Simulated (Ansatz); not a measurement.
**Pressure against volume: Au**

```
CELL_PARAMETERS angstrom
2.90000 0.00000 0.00000
-1.45000 2.51147 0.00000
0.00000 0.00000 4.88000
ATOMIC_POSITIONS crystal
Au 0.33333 0.66667 0.75000
Au 0.66667 0.33333 0.25000
```

The cell is COD entry 1545302, as deposited and not checked against the literature; nothing was relaxed.

Spin–orbit coupling is left out, though it moves levels of the heavy atoms by tenths of an eV or more.

All numbers below come from Ansatz 0.2.0, DFT, PBE, all-electron LAPW, scalar-relativistic.

For LAPW: a Γ-centred 14×14×8 k mesh, Fermi–Dirac smearing of 0.03 eV, basis error target 0.5 meV/atom, no spin polarisation.

The cell above is scaled evenly, with fractional coordinates and shape held.

```
V/V(cell)  V (Å³/atom)  P, LAPW (GPa)
   0.9400       16.705          12.80
   0.9405       16.714          12.69
   0.9600       17.060           8.66
   0.9700       17.238           6.80
   0.9800       17.416           5.08
   0.9900       17.593           3.48
   1.0000       17.771           1.98
   1.0100       17.949           0.56
   1.0200       18.127          -0.78
   1.0300       18.304          -2.03
   1.0400       18.482          -3.20
   1.0600       18.837          -5.31
```

**Question.** What do Birch–Murnaghan fits to the pressures give?

**Answer.** LAPW: V0 = 18.02 Å³/atom, B0 = 136 GPa, B0′ = 5.8.
